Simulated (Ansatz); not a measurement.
```
BaSnO3
1.0
    4.13051     0.00000     0.00000
    0.00000     5.84143     0.00000
    0.00000     2.92072     2.91082
Ba Sn O
1 1 3
Direct
  0.00000   0.00000   0.00000
  0.50000   0.50000   0.00000
  0.50000   0.50000   0.50000
  0.00000   0.50000   0.00000
  0.50000   0.00000   0.50000
```

No spin polarisation.

Computed with PBEsol, PAW, 420 eV (Ansatz, an electronic-structure program; no SOC). Γ-centred 8×8×8 mesh, Fermi–Dirac width 0.05 eV.

Q: What is the computed pressure (mean of the normal stresses, compression positive)?

A: -0.43 GPa.

Q: What electron mass does the calculation give?

A: 0.16 mₑ (at Γ).

Q: Predict the smallest direct gap.

A: 1.30 eV.

The cells carry an imposed strain or load. Effective masses come from finite differences of ±0.01 Å⁻¹. Stability against distortions was not tested. The cell was made from BaSnO₃ in the cubic perovskite structure (space group Pm-3m, No. 221) by this change: biaxial strain +0.21 %, plane normal [110], relaxed out of plane.
